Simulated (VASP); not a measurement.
The system is TePb.

```xyz
2
Lattice="0.0000 3.2219 3.2219 3.2219 0.0000 3.2219 3.2219 3.2219 0.0000" Properties=species:S:1:pos:R:3 pbc="T T T"
Te    3.2219    3.2219    3.2219
Pb    0.0000    0.0000    0.0000
```

Base run:

| Item | Value |
| --- | --- |
| Program | VASP 6.6.1 |
| Functional | HSE06 |
| Potentials or basis | VASP PAW PBE potentials, release 64 (Te, Pb_d) |
| Cutoff | 520 eV |
| k mesh | 6 × 6 × 6 |
| Occupations | gaussian, width 0.03 eV |
| Spin | no spin polarisation |

Its results: band gap on the k mesh 1.07 eV, direct; pressure 1.4 GPa.

Task: The run is repeated on the same cell with these changes: functional from HSE06 to PBE. What comes out?

Result: Band gap on the k mesh 0.72 eV, direct; pressure 2.5 GPa.

HSE06 gives the wider gap, since exact exchange removes part of the self-interaction.

Caveats: spin-orbit coupling is left out, which as a rule narrows the gap of such compounds by several tenths of an eV; the PAW data sets were made with another functional, which shifts forces and pressure a little (some runs).
